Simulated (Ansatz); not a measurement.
Cell and atoms are relaxed with the symmetry kept. Start:

```
CELL_PARAMETERS angstrom
0.00000 2.75447 2.75447
2.75447 0.00000 2.75447
2.75447 2.75447 0.00000
ATOMIC_POSITIONS crystal
Mg 0.00000 0.00000 0.00000
Se 0.50000 0.50000 0.50000
```

The calculation used DFT PBEsol, scalar-relativistic, plane waves, PAW in Ansatz.

Cutoff 420 eV; k points 8×8×8 on the computed 2-atom cell (Γ-centred); Gaussian smearing, width 0.02 eV; no spin polarisation.

**Question.** What does it relax to?

**Answer.** The volume falls by 0.66 Å³/atom to 20.24 Å³/atom, and the energy falls by 4.2 meV/atom. Final structure:
```
Mg Se
1.0
     0.00000    2.72530    2.72530
     2.72530    0.00000    2.72530
     2.72530    2.72530    0.00000
Mg Se
1 1
Direct
  0.00000 0.00000 0.00000
  0.50000 0.50000 0.50000
```

Cost: 1 run of about 0.078 core-minutes, on Arm Neoverse V2 (shared hosts).